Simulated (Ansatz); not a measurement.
# Si: symmetry broken, then relaxed and further scans

The task, for Si: break the symmetry and see whether a relaxation comes back.

Method: DFT PBE, scalar-relativistic, plane waves, PAW, in Ansatz 0.2.0.

2 further runs of the same task are left out: 2 set aside as unsound or not needed.

## 1. The structure to begin with

The structure is cubic, space group Fd-3m (No. 227). Conventional cell: a = 5.470 Å, b = 5.470 Å, c = 5.470 Å, α = 90.00°, β = 90.00°, γ = 90.00°. Si (site symmetry -43m) is surrounded by 4 Si at 2.37 Å.

Coordinates:

```
CELL_PARAMETERS angstrom
0.00000 2.73488 2.73488
2.73488 0.00000 2.73488
2.73488 2.73488 0.00000
ATOMIC_POSITIONS crystal
Si 0.50000 0.50000 0.50000
Si 0.75000 0.75000 0.75000
```

This cell was relaxed beforehand with the same method: volume 20.46 Å³/atom, gap on the mesh 0.62 eV.

## 2. The reference cell

The reference gives a free energy of -1271.6165 eV, pressure 0.03 GPa, largest force 0.000 eV/Å and gap on the mesh 0.65 eV. It was computed beforehand with the settings of the runs below.

## 3. The disturbance

All atoms moved at random, sigma 0.02 Å a component. Displacements in the unstrained cell, with the mean shift removed:

| atom | ux (Å) | uy (Å) | uz (Å) |
| --- | --- | --- | --- |
| Si1 | -0.030 | 0.014 | -0.035 |
| Si2 | 0.030 | -0.014 | 0.035 |

## 4. The disturbed cell, one point

Contents of input.yaml:

```yaml
crystal:
  lattice:
    - [0.0, 2.7348811941, 2.7348811941]
    - [2.7348811941, 0.0, 2.7348811941]
    - [2.7348811941, 2.7348811941, 0.0]
  atoms:
    - { symbol: Si, position: [0.5017053248, 0.4855064321, 0.5035680822] }
    - { symbol: Si, position: [0.7482946752, 0.7644935679, 0.7464319178] }
basis:
  ecutwfc: 420
kpoints:
  mp_grid: { grid: [8, 8, 8] }
hamiltonian:
  xc: pbe
scf:
  occupations: { method: gaussian, width: 0.05 }
output:
  forces: true
  stress: true
  eigenvalues: true
```

Command:

```console
$ ansatz run input.yaml --threads 2 --pin off --max-ram 5120MiB --backend cpu --events-out ev --progress --plain --runs-dir out
```

Log, shortened:

```text
Warning: RAYON_NUM_THREADS=2 ignored (pool sized by the plan → 2); use --threads N
[...]
Pseudopotentials: kind: paw
Pseudopotential: Si, paw, valence charge 4, recommended cutoff 420 eV (normal), Si.paw.azcp
Functional definition: PBE
[...]
Crystal: 2 atoms, lattice volume = 40.911 Å³
Basis set: ecut = 420 eV, 821 PW (Γ), exchange–correlation on 54×54×54 points (8 copies of the dense FFT grid, shifted against one another)
Bands: 8, of which v1, the nominal top of the filled ones, is band 4 counted from 1 (3 counted from 0)
Symmetry: 2 space group operations
Space group: P-1 (ITA 2), of the structure as read, at distance tolerance 3.4e-5 Å
k-points: 260 of 512
[...]
SCF iter   1: F=—  HF=-1271.551195 eV  |F-HF|=—  |Δ(HF+E_count)|=         —  Δρ=1.21e-3  dr2=4.09e-4  ethr=1.77e-3  ⟨swp⟩=6.1  Hψ=18601  notcnv=0
[...]
SCF iter   6: F=-1271.551604 eV  HF=-1271.551604 eV  |F-HF|=4.55e-12  |Δ(HF+E_count)|=   1.59e-9  Δρ=1.74e-7  dr2=1.45e-11  ethr=7.17e-12  ⟨swp⟩=1.1  Hψ=6458  notcnv=0
[...]
SCF converged after 6 iterations
Free energy (F): -1271.551604 eV
[...]
E sigma→0 (E₀):  -1271.551602 eV
Entropy (-TS):   -0.000005 eV (-0.003 meV/atom)
Fermi energy:    6.477811 eV
[...]
--- Forces (eV/Å), atoms counted from 1 ---
  atom   1  Si     0.85162156    -0.52190885     0.97279188
  atom   2  Si    -0.85162156     0.52190885    -0.97279188
[...]
--- Stress (GPa, compression-positive) ---
        0.341124      -2.635443       1.366204
       -2.635443       0.508671      -2.297105
        1.366204      -2.297105       0.260885
  P = ⅓ Tr σ = 0.3702 GPa (3.702 kbar)
--- Band table (eV; the first three rows and the last of 260) ---
  k-point 0: bands = ["-5.8196", "5.5027", "6.1519", "6.3903", "8.3188", "8.4420", "8.8666", "9.1148"]
[...]
```

It took 3.2 s on 2 threads of Intel Xeon Platinum 8259CL at 2.50GHz (Skylake/Cascade Lake), shared host; peak memory 0.42 GiB.

## 5. Relaxation of the disturbed structure

Edit input.yaml of step 4 so:

```diff
@@ -20 +20,6 @@
   eigenvalues: true
+relax:
+  adjacent_minimum: "off"
+  f_tol: 0.01
+  max_steps: 80
+  cell: { stress_tol: 0.1 }
```

Command:

```console
$ ansatz run input.yaml --threads 2 --pin off --max-ram 5120MiB --backend cpu --events-out ev --progress --plain --runs-dir out
```

Log:

```text
Warning: RAYON_NUM_THREADS=2 ignored (pool sized by the plan → 2); use --threads N
Engine: ansatz 0.2.0, x86_64-unknown-linux-gnu
[... 3 set-up lines as earlier in the session ...]
  parameter kappa = 0.804
  parameter beta = 0.06672455060314922
  exchange = pbe_x(kappa = kappa, mu = beta*pi^2/3)
  correlation = pbe_c(beta = beta)
Crystal: 2 atoms, lattice volume = 40.911 Å³
Basis set: ecut = 420 eV, 821 PW (Γ), exchange–correlation on 54×54×54 points (8 copies of the dense FFT grid, shifted against one another)
Bands: 8, of which v1, the nominal top of the filled ones, is band 4 counted from 1 (3 counted from 0)
[... 2 set-up lines as earlier in the session ...]
k-points: 260 of 512
Non-local potential: Si, projectors of the file, l = 0: 2, l = 1: 2, l = 2: 2
PAW form: soft (Blöchl's): semilocal exchange-correlation on the pseudo side does not see the compensation charge
PAW one-centre angular grid: Si, 110 points (default); XC on 64 Gauss nodes
Initial density: superposition of atomic densities (neutral atoms: chi_scale 0, normalization atom), corrected by the library's trained network
Initial wavefunctions: pseudopotential atomic-orbital guess
Functional: x = pbe(κ = 0.804, μ = 0.2195149727645171), c = pbe(β = 0.06672455060314922)
SCF iter   1: F=—  HF=-1271.551195 eV  |F-HF|=—  |Δ(HF+E_count)|=         —  Δρ=1.21e-3  dr2=4.09e-4  ethr=1.77e-3  ⟨swp⟩=6.1  Hψ=18601  notcnv=0
preconditioner: auto → none  [insulator: Δε(μ)=0.185 eV  Ē_g=9.372 eV  σ=0.050 eV  W_gap=0.99  n_scr=8 (ndim 8)  ℏωp=16.4 eV  f_vac=0.000  D(μ)=0.00/eV (n_scr^D=0)  ε∞_Penn≈4.1]
SCF iter   2: F=—  HF=-1271.551549 eV  |F-HF|=—  |Δ(HF+E_count)|=   3.55e-4  Δρ=4.96e-4  dr2=5.36e-5  ethr=5.12e-6  ⟨swp⟩=2.2  Hψ=5139  notcnv=0
SCF iter   3: F=—  HF=-1271.551600 eV  |F-HF|=—  |Δ(HF+E_count)|=   5.11e-5  Δρ=1.17e-4  dr2=3.08e-6  ethr=6.70e-7  ⟨swp⟩=2.1  Hψ=3133  notcnv=0
iter 4 did not close the SCF: its close was put off for the readings that it lacked (scf_convergence_deferred on its scf_iter line)
SCF iter   4: F=-1271.551604 eV  HF=-1271.551604 eV  |F-HF|=2.71e-8  |Δ(HF+E_count)|=   3.69e-6  Δρ=9.44e-6  dr2=2.13e-8  ethr=3.85e-8  ⟨swp⟩=2.8  Hψ=3242  notcnv=0
iter 5 did not close the SCF: its close was put off for the readings that it lacked (scf_convergence_deferred on its scf_iter line)
SCF iter   5: F=-1271.551604 eV  HF=-1271.551604 eV  |F-HF|=1.41e-9  |Δ(HF+E_count)|=   3.08e-8  Δρ=1.74e-6  dr2=5.74e-10  ethr=2.66e-10  ⟨swp⟩=2.1  Hψ=3074  notcnv=0
SCF iter   6: F=-1271.551604 eV  HF=-1271.551604 eV  |F-HF|=4.55e-12  |Δ(HF+E_count)|=   1.59e-9  Δρ=1.74e-7  dr2=1.45e-11  ethr=7.17e-12  ⟨swp⟩=1.1  Hψ=6458  notcnv=0
SCF 1 converged in 6 iterations: F = -1271.551604 eV  dr2 = 1.45e-11
relax step   1: F+E_penalty+E_count = -1271.55160418 eV  Δ(F+E_penalty+E_count) = +0.000e0 eV  max|allowed force component| = 9.728e-1 eV/Å  Δτ_max = 0.0000 Å  P = +0.370 GPa  Ω = 40.911 Å³  (6 SCF iters, dr2 threshold 1.00e-7 eV, accepted)
Crystal: 2 atoms, lattice volume = 40.855 Å³
Basis set: ecut = 420 eV, 825 PW (Γ), exchange–correlation on 54×54×54 points (8 copies of the dense FFT grid, shifted against one another)
Initial density: handed on by an earlier stage of this run
Initial wavefunctions: those handed on with the density
iter 1 solved again at ethr=4.71e-5 eV; its pass at ethr=3.10e-3 eV (dr2=3.77e-3 eV) is discarded
SCF iter   1: F=—  HF=-1271.604213 eV  |F-HF|=—  |Δ(HF+E_count)|=         —  Δρ=3.42e-3  dr2=3.89e-3  ethr=4.71e-5  ⟨swp⟩=1.4  Hψ=21909  notcnv=0
preconditioner: auto → none  [insulator: Δε(μ)=0.532 eV  Ē_g=9.381 eV  σ=0.050 eV  W_gap=1.00  n_scr=8 (ndim 8)  ℏωp=16.4 eV  f_vac=0.000  D(μ)=0.00/eV (n_scr^D=0)  ε∞_Penn≈4.1]
SCF iter   2: F=—  HF=-1271.603947 eV  |F-HF|=—  |Δ(HF+E_count)|=   2.66e-4  Δρ=1.67e-3  dr2=7.59e-4  ethr=4.71e-5  ⟨swp⟩=1.0  Hψ=2080  notcnv=0
SCF iter   3: F=—  HF=-1271.604010 eV  |F-HF|=—  |Δ(HF+E_count)|=   6.37e-5  Δρ=1.52e-4  dr2=5.40e-6  ethr=9.49e-6  ⟨swp⟩=1.0  Hψ=2084  notcnv=0
SCF iter   4: F=—  HF=-1271.604013 eV  |F-HF|=—  |Δ(HF+E_count)|=   2.21e-6  Δρ=2.23e-5  dr2=1.89e-7  ethr=2.50e-9  ⟨swp⟩=4.2  Hψ=11976  notcnv=0
SCF iter   5: F=-1271.604013 eV  HF=-1271.604013 eV  |F-HF|=1.35e-8  |Δ(HF+E_count)|=   2.91e-9  Δρ=5.30e-6  dr2=1.98e-8  ethr=2.36e-9  ⟨swp⟩=2.7  Hψ=7438  notcnv=0
SCF 2 converged in 5 iterations: F = -1271.604013 eV  dr2 = 1.98e-8
relax step   2: F+E_penalty+E_count = -1271.60401252 eV  Δ(F+E_penalty+E_count) = -5.241e-2 eV  max|allowed force component| = 1.106e-1 eV/Å  Δτ_max = 0.0544 Å  P = +0.201 GPa  Ω = 40.855 Å³  energy of the carried Pulay correction = +7.628e-6 eV  (5 SCF iters, dr2 threshold 2.00e-7 eV, accepted)
Crystal: 2 atoms, lattice volume = 40.917 Å³
iter 1 solved again at ethr=3.11e-5 eV; its pass at ethr=3.10e-3 eV (dr2=2.49e-3 eV) is discarded
SCF iter   1: F=—  HF=-1271.617390 eV  |F-HF|=—  |Δ(HF+E_count)|=         —  Δρ=2.09e-3  dr2=2.60e-3  ethr=3.11e-5  ⟨swp⟩=1.2  Hψ=20176  notcnv=0
preconditioner: auto → none  [insulator: Δε(μ)=0.597 eV  Ē_g=9.378 eV  σ=0.050 eV  W_gap=1.00  n_scr=8 (ndim 8)  ℏωp=16.4 eV  f_vac=0.000  D(μ)=0.00/eV (n_scr^D=0)  ε∞_Penn≈4.1]
SCF iter   2: F=—  HF=-1271.616366 eV  |F-HF|=—  |Δ(HF+E_count)|=   1.02e-3  Δρ=6.22e-4  dr2=1.53e-4  ethr=3.11e-5  ⟨swp⟩=2.1  Hψ=2989  notcnv=0
SCF iter   3: F=—  HF=-1271.616332 eV  |F-HF|=—  |Δ(HF+E_count)|=   3.42e-5  Δρ=1.40e-4  dr2=3.54e-6  ethr=1.91e-6  ⟨swp⟩=2.6  Hψ=3094  notcnv=0
SCF iter   4: F=-1271.616336 eV  HF=-1271.616336 eV  |F-HF|=1.27e-8  |Δ(HF+E_count)|=   3.43e-6  Δρ=8.05e-6  dr2=1.84e-8  ethr=2.50e-9  ⟨swp⟩=7.0  Hψ=13329  notcnv=0
SCF 3 converged in 4 iterations: F = -1271.616336 eV  dr2 = 1.84e-8
relax step   3: F+E_penalty+E_count = -1271.61633567 eV  Δ(F+E_penalty+E_count) = -1.232e-2 eV  max|allowed force component| = 1.544e-2 eV/Å  Δτ_max = 0.0058 Å  P = +0.017 GPa  Ω = 40.917 Å³  energy of the carried Pulay correction = -6.932e-7 eV  (4 SCF iters, dr2 threshold 2.00e-7 eV, accepted)
Crystal: 2 atoms, lattice volume = 40.926 Å³
iter 1 solved again at ethr=3.38e-7 eV; its pass at ethr=3.10e-3 eV (dr2=2.70e-5 eV) is discarded
SCF iter   1: F=—  HF=-1271.616511 eV  |F-HF|=—  |Δ(HF+E_count)|=         —  Δρ=2.60e-4  dr2=3.86e-5  ethr=3.38e-7  ⟨swp⟩=2.3  Hψ=19135  notcnv=0
preconditioner: auto → none  [insulator: Δε(μ)=0.643 eV  Ē_g=9.377 eV  σ=0.050 eV  W_gap=1.00  n_scr=8 (ndim 8)  ℏωp=16.4 eV  f_vac=0.000  D(μ)=0.00/eV (n_scr^D=0)  ε∞_Penn≈4.1]
SCF iter   2: F=—  HF=-1271.616492 eV  |F-HF|=—  |Δ(HF+E_count)|=   1.90e-5  Δρ=7.87e-5  dr2=2.28e-6  ethr=3.38e-7  ⟨swp⟩=2.6  Hψ=3049  notcnv=0
SCF iter   3: F=-1271.616492 eV  HF=-1271.616492 eV  |F-HF|=5.36e-8  |Δ(HF+E_count)|=   3.44e-7  Δρ=1.79e-5  dr2=6.07e-8  ethr=2.50e-9  ⟨swp⟩=6.6  Hψ=12413  notcnv=0
SCF 4 converged in 3 iterations: F = -1271.616492 eV  dr2 = 6.07e-8
relax step   4: F+E_penalty+E_count = -1271.61649182 eV  Δ(F+E_penalty+E_count) = -1.562e-4 eV  max|allowed force component| = 8.282e-5 eV/Å  Δτ_max = 0.0003 Å  P = -0.005 GPa  Ω = 40.926 Å³  energy of the carried Pulay correction = -2.028e-6 eV  (3 SCF iters, dr2 threshold 2.00e-7 eV, accepted)
Initial wavefunctions: pseudopotential atomic-orbital guess (no wavefunctions were taken with the density)
iter 1 solved again at ethr=1.03e-7 eV; its pass at ethr=3.10e-3 eV (dr2=8.21e-6 eV) is discarded
SCF iter   1: F=—  HF=-1271.616502 eV  |F-HF|=—  |Δ(HF+E_count)|=         —  Δρ=1.79e-5  dr2=6.07e-8  ethr=1.03e-7  ⟨swp⟩=3.0  Hψ=24783  notcnv=0
preconditioner: auto → none  [insulator: Δε(μ)=0.648 eV  Ē_g=9.377 eV  σ=0.050 eV  W_gap=1.00  n_scr=8 (ndim 8)  ℏωp=16.4 eV  f_vac=0.000  D(μ)=0.00/eV (n_scr^D=0)  ε∞_Penn≈4.1]
SCF iter   2: F=—  HF=-1271.616497 eV  |F-HF|=—  |Δ(HF+E_count)|=   4.44e-6  Δρ=9.40e-6  dr2=1.65e-8  ethr=7.59e-10  ⟨swp⟩=2.2  Hψ=3101  notcnv=0
SCF iter   3: F=-1271.616497 eV  HF=-1271.616497 eV  |F-HF|=1.00e-11  |Δ(HF+E_count)|=   1.86e-8  Δρ=3.92e-7  dr2=5.69e-11  ethr=1.00e-12  ⟨swp⟩=4.2  Hψ=10646  notcnv=0
SCF 5 converged in 3 iterations: F = -1271.616497 eV  dr2 = 5.69e-11
relax step   5: F+E_penalty+E_count = -1271.61649734 eV  Δ(F+E_penalty+E_count) = -5.516e-6 eV  max|allowed force component| = 7.050e-5 eV/Å  Δτ_max = 0.0000 Å  P = -0.005 GPa  Ω = 40.926 Å³  stress off target by 1.02e-2 GPa  SCF on the basis re-selected at this cell (its energy is not comparable with the rows above)  (3 SCF iters)
basis re-selected at this cell: Δ(F+E_penalty+E_count) = -5.516e-6 eV, ΔP = +0.000 GPa vs the last step (what re-selecting the basis moved, of the pressure what is left beyond the Pulay correction that the steps carried, after the strain that the cell walked since its last selection, with what the two solves' SCF thresholds leave and, on support functions, any second-order correction that the steps lacked; it is no measure of the basis error at this ecutwfc). This SCF's stress stands 1.02e-2 GPa from its target on what of the cell is left free (relax.cell.stress_tol is 1.00e-1 GPa) and its largest allowed force component is 7.05e-5 eV/Å (relax.f_tol is 1.00e-2 eV/Å): within both
SCF converged after 3 iterations
Free energy (F): -1271.616497 eV
Harris-Foulkes:  -1271.616497 eV  (|F-HF|=1.00e-11)
Internal energy: -1271.616497 eV  (E = F + TS)
E sigma→0 (E₀):  -1271.616497 eV
Fermi energy:    6.326382 eV
--- Per-component energies (eV) ---
  E_band       = 8.020145
  E_kinetic    = 80.150578
  E_local      = -56.172640  (includes V_loc(G=0)·N_el)
  E_nonlocal   = 51.741391
  E_hartree    = 15.189561
  E_xc         = -110.120024
  E_vxc        = -93.151330  (∫ρ·V_xc dr)
  E_paw        = -1025.533290  (= ΣΔE_a)
  E_vpaw       = -4.926956  (= ΣTr[D̂ρ^β])
  E_aug_tail   = 0.000013  (compensation charges beyond the density's cutoff)
  E_ewald      = -226.872086
  E_smearing   = -0.000000  (= −TS)
  E_closure    = 0.000000  (closes the sum)
  Σ components = -1271.616497   (vs F -1271.616497, Δ=0.00e0)
--- Forces (eV/Å), atoms counted from 1 ---
  atom   1  Si     0.00007050    -0.00006862     0.00006483
  atom   2  Si    -0.00007050     0.00006862    -0.00006483
  max |Σ_I F_I| component: 0.00e0 eV/Å
--- Stress (GPa, compression-positive) ---
       -0.004501      -0.004185       0.003018
       -0.004185      -0.006687      -0.003775
        0.003018      -0.003775      -0.003344
  P = ⅓ Tr σ = -0.0048 GPa (-0.048 kbar)
--- Band table (eV; the first three rows and the last of 260) ---
  k-point 0: bands = ["-5.8093", "6.0030", "6.0032", "6.0036", "8.5542", "8.5542", "8.5550", "9.1177"]
  k-point 1: bands = ["-5.6090", "4.4106", "5.7203", "5.7208", "8.4380", "8.9696", "8.9703", "10.5215"]
  k-point 2: bands = ["-5.0250", "2.1158", "5.2574", "5.2578", "7.9543", "9.4880", "9.4886", "12.7408"]
  k-point 259: bands = ["-3.5332", "-0.8640", "4.8240", "4.8241", "7.4620", "9.3499", "9.3501", "13.6979"]
--- Relaxed structure (4 steps of the walk, 4 accepted, 1 SCFs on fresh bases) ---
  F+E_penalty+E_count = -1271.61649734 eV   max|allowed force component| = 7.050e-5 eV/Å   (the final SCF, on the basis selected at the relaxed cell)
  cell:  # Å, volume = 40.9265 Å³
    - [2.1765916112180845e-5, 2.7353334492270447, 2.735238127118203]
    - [2.73515251871371, 0.00014033312911304976, 2.7351195599052023]
    - [2.735278972872607, 2.735341336172941, 1.3878970215785565e-5]
  atoms:
    - { symbol: Si, position: [0.49999847258440766, 0.5000074584825157, 0.49999765916138383] }
    - { symbol: Si, position: [0.7500015274155918, 0.7499925415174844, 0.7500023408386162] }
```

Run time: 19 s. Hardware: 2 threads of Intel Xeon Platinum 8259CL at 2.50GHz (Skylake/Cascade Lake), shared host; peak memory 0.46 GiB.

Step by step:

| step | energy from step 1 (eV/cell) | largest force component (eV/Å) | pressure (GPa) | volume (Å³) |
| --- | --- | --- | --- | --- |
| 1 | 0.0000 | 0.9728 | 0.37 | 40.91 |
| 2 | -0.0524 | 0.1106 | 0.20 | 40.86 |
| 3 | -0.0647 | 0.0154 | 0.02 | 40.92 |
| 4 | -0.0649 | 0.0001 | 0.00 | 40.93 |
| 5 | -0.0649 | 0.0001 | 0.00 | 40.93 |

Step 1 is the start. Step 5 repeats the geometry before it on a plane-wave basis chosen anew for that cell, so its energy need not be comparable with the rows above.

|  | before | after | change |
| --- | --- | --- | --- |
| a (Å) | 3.868 | 3.868 | 0.0 % |
| b (Å) | 3.868 | 3.868 | 0.0 % |
| c (Å) | 3.868 | 3.868 | 0.0 % |
| volume (Å³/atom) | 20.46 | 20.46 | 0.0 % |
| shortest distance (Å) | 2.277 | 2.369 | +4.0 % |
| space group (0.01 Å) | P-1 | Fd-3m | changed |

## 6. The disturbance

Atom 1 moved 0.30 Å. Displacements in the unstrained cell, with the mean shift removed:

```
atom  ux (Å)  uy (Å)  uz (Å)
 Si1   0.071   0.098   0.089
 Si2  -0.071  -0.098  -0.089
```

## 7. The disturbed cell, one point

Contents of input.yaml:

```yaml
crystal:
  lattice:
    - [0.0, 2.7348811941, 2.7348811941]
    - [2.7348811941, 0.0, 2.7348811941]
    - [2.7348811941, 2.7348811941, 0.0]
  atoms:
    - { symbol: Si, position: [0.5212810182, 0.5111286326, 0.5146680699] }
    - { symbol: Si, position: [0.7287189818, 0.7388713674, 0.7353319301] }
basis:
  ecutwfc: 420
kpoints:
  mp_grid: { grid: [8, 8, 8] }
hamiltonian:
  xc: pbe
scf:
  occupations: { method: gaussian, width: 0.05 }
output:
  forces: true
  stress: true
  eigenvalues: true
```

Command:

```console
$ ansatz run input.yaml --threads 2 --pin off --max-ram 5120MiB --backend cpu --events-out ev --progress --plain --runs-dir out
```

Log, shortened:

```text
Warning: RAYON_NUM_THREADS=2 ignored (pool sized by the plan → 2); use --threads N
[...]
[... 3 set-up lines as earlier in the session ...]
[...]
Crystal: 2 atoms, lattice volume = 40.911 Å³
Basis set: ecut = 420 eV, 821 PW (Γ), exchange–correlation on 54×54×54 points (8 copies of the dense FFT grid, shifted against one another)
Bands: 8, of which v1, the nominal top of the filled ones, is band 4 counted from 1 (3 counted from 0)
[... 2 set-up lines as earlier in the session ...]
k-points: 260 of 512
[...]
SCF iter   1: F=—  HF=-1270.862273 eV  |F-HF|=—  |Δ(HF+E_count)|=         —  Δρ=1.39e-3  dr2=6.58e-4  ethr=1.77e-3  ⟨swp⟩=6.1  Hψ=19057  notcnv=0
[...]
SCF iter   6: F=-1270.862827 eV  HF=-1270.862827 eV  |F-HF|=1.07e-9  |Δ(HF+E_count)|=   5.10e-9  Δρ=2.66e-6  dr2=2.88e-9  ethr=2.75e-10  ⟨swp⟩=2.6  Hψ=7784  notcnv=0
[...]
SCF converged after 6 iterations
Free energy (F): -1270.862827 eV
[...]
E sigma→0 (E₀):  -1270.862327 eV
Entropy (-TS):   -0.001000 eV (-0.500 meV/atom)
Fermi energy:    6.282729 eV
[...]
--- Forces (eV/Å), atoms counted from 1 ---
  atom   1  Si    -3.08280729    -3.33588543    -3.22484880
  atom   2  Si     3.08280729     3.33588543     3.22484880
[...]
--- Stress (GPa, compression-positive) ---
        5.050753       9.976949      10.613372
        9.976949       3.633635       8.961887
       10.613372       8.961887       4.208943
  P = ⅓ Tr σ = 4.2978 GPa (42.978 kbar)
--- Band table (eV; the first three rows and the last of 260) ---
  k-point 0: bands = ["-5.9478", "4.5089", "6.6974", "6.9736", "7.7506", "7.8574", "8.9549", "9.5795"]
[...]
```

It took 3.7 s on 2 threads of Intel Xeon Platinum 8259CL at 2.50GHz (Skylake/Cascade Lake), shared host; peak memory 0.42 GiB.

(Part 1 of 2 ends here.)
